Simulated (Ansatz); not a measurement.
## V under compression and expansion

```xyz
1
Lattice="-1.5130 1.5130 1.5130 1.5130 -1.5130 1.5130 1.5130 1.5130 -1.5130" Properties=species:S:1:pos:R:3 pbc="T T T"
V     0.0000    0.0000    0.0000
```

The geometry is COD entry 7101267, unchecked; take it as a test cell.

Methods: DFT, PBE, all-electron LAPW, scalar-relativistic (Ansatz 0.2.0); DFT, PBE, PAW with Ansatz's default frozen-core files, scalar-relativistic (Ansatz 0.2.0).

For LAPW: a Γ-centred 15×15×15 k mesh, Fermi–Dirac smearing of 0.03 eV, basis error target 1 meV/atom, spin-polarised from start moments V 1.5 μB (the moments died away, and the run ended non-magnetic). PAW takes a cutoff of 420 eV at this cell. The Ansatz runs share mesh, smearing and spin set-up. Plane-wave (PAW) pressures include the program's estimate of the Pulay term.

The cell above is scaled evenly, with fractional coordinates and shape held.

| V/V(cell) | V (Å³/atom) | P, LAPW (GPa) | P, PAW (GPa) |
| --- | --- | --- | --- |
| 0.9600 | 13.300 | 1.86 | 1.92 |
| 0.9800 | 13.577 | -1.95 | -1.89 |
| 1.0000 | 13.854 | -5.36 | -5.31 |
| 1.0200 | 14.131 | -8.43 | -8.37 |
| 1.0400 | 14.408 | -11.18 | -11.13 |

Task: What do Birch–Murnaghan fits to the pressures give?

Result: LAPW: V0 = 13.43 Å³/atom, B0 = 185 GPa, B0′ = 4.3; PAW: V0 = 13.44 Å³/atom, B0 = 185 GPa, B0′ = 4.3.

PAW's V0 lies 0.03 % from the all-electron value and its B0 -0.1 %. Symmetry fixes shape and coordinates here, so this is the relaxed modulus.
